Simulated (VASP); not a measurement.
Runs of VASP 6.6.1 on ZnS. The structure is cubic, space group F-43m (No. 216). Conventional cell: a = 5.361 Å, b = 5.361 Å, c = 5.361 Å, α = 90.00°, β = 90.00°, γ = 90.00°. Zn (site symmetry -43m) is surrounded by 4 S at 2.32 Å. S (site symmetry -43m) is surrounded by 4 Zn at 2.32 Å. 

```csv
task,level,cell,k mesh,cutoff (eV),grid for exact exchange (PRECFOCK),exchange at q = 0,screening parameter,gap on the mesh (eV),pressure (GPa)
relaxation of cell and atoms,PBEsol,relaxed,10 × 10 × 10,600,-,-,-,2.08,0.0
band structure,PBE,as given,8 × 8 × 8,520,Fast,-,-,2.22,3.8
band structure,PBE0,as given,8 × 8 × 8,520,Fast,truncated,-,4.10,(a)
band structure,HSE06,as given,8 × 8 × 8,520,Fast,-,0.2 1/A,(b),2.9
```

Alike in all rows: potentials or basis VASP PAW PBE potentials, release 64 (Zn, S); no spin polarisation; smearing gaussian 0.03 eV.

Fill in the values left out.

(a) 2.7; (b) 3.46.

Caveats: the PAW data sets were made with another functional, which shifts forces and pressure a little (some runs); the relaxation stopped at its first step, so nothing moved (some runs).

